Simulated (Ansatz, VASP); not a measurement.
One calculation of NaH, two programs

```xyz
2
Lattice="2.8735 0.0000 0.0000 0.0000 2.8735 0.0000 0.0000 0.0000 2.8735" Properties=species:S:1:pos:R:3 pbc="T T T"
Na    0.0000    0.0000    0.0000
H     1.4367    1.4367    1.4367
```

The cell comes from a database or a generator and needn't be the stable form of this composition.

Alike in both runs: task single point; functional LDA; k mesh 6 × 6 × 6; occupations gaussian, width 0.05 eV; no spin polarisation.

|  | VASP | Ansatz |
| --- | --- | --- |
| version | VASP 6.6.1 | Ansatz 0.2.0 |
| potentials or method | VASP PAW LDA potentials, release 64 (Na_pv, H) | scalar-relativistic, plane waves, PAW |
| plane-wave cutoff (eV) | 520 | 420 |
| valence electrons in the cell | 8 | 10 |

|  | VASP | Ansatz | Ansatz less VASP |
| --- | --- | --- | --- |
| gap on the k mesh at the Fermi level (eV) | 0.55 | 0.56 | +0.003 |
| least direct gap on the mesh (eV) | 4.38 | 4.38 | +0.003 |
| pressure (GPa) | -0.1 | 0.0 | +0.04 |

The two sets of potentials don't hold the same shells in valence.

A k mesh can miss the band edges.
